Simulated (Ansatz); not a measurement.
Runs of Ansatz 0.2.0 on GaSb. It takes space group I-4m2 (No. 119, tetragonal). The conventional cell has a = 5.507 Å, b = 5.507 Å, c = 3.181 Å, α = 90.00°, β = 90.00°, γ = 90.00°. Sb (site symmetry -4m2) is surrounded by 4 Ga at 2.87 Å and 2 Sb at 3.18 Å. Around Ga (site symmetry -4m2) lie 4 Sb at 2.87 Å and 2 Ga at 3.18 Å. Measurements of this composition are mostly on another form, of space group No. 216.

| task | level | cell | cutoff (eV) | gap on the mesh (eV) | pressure (GPa) |
| --- | --- | --- | --- | --- | --- |
| relaxation of cell and atoms | HSEsol | relaxed | 420 | none | 0.0 |
| single point | r2SCAN50 | as given | 500 | none | (a) |
| single point | r2SCANh | as given | 500 | none | -1.7 |
| single point | r2SCAN0 | as given | 500 | none | -2.1 |
| single point | HF | as given | 420 | none | 3.4 |

Alike in all rows: potentials or basis Ansatz PAW; no spin polarisation; k mesh 5 × 5 × 5; smearing fermi-dirac 0.05 eV; the mesh is coarse, so values aren't converged.

Task: Estimate the missing entries.

Result: (a) -3.3.

Caveats: all runs use coarse meshes; the PAW data sets come from PBE, with cores solved anew for the run's functional, which leaves a small shift of forces and pressure; the thresholds are loose for stress (some runs); the plane-wave basis is chosen anew once the cell has moved, so the energies of steps on either side of that aren't comparable (some runs).

A k mesh can miss the band edges, and the runs leave out spin-orbit coupling on Ga, Sb.

A gap of «none» marks a metal or a gap under the smearing width.
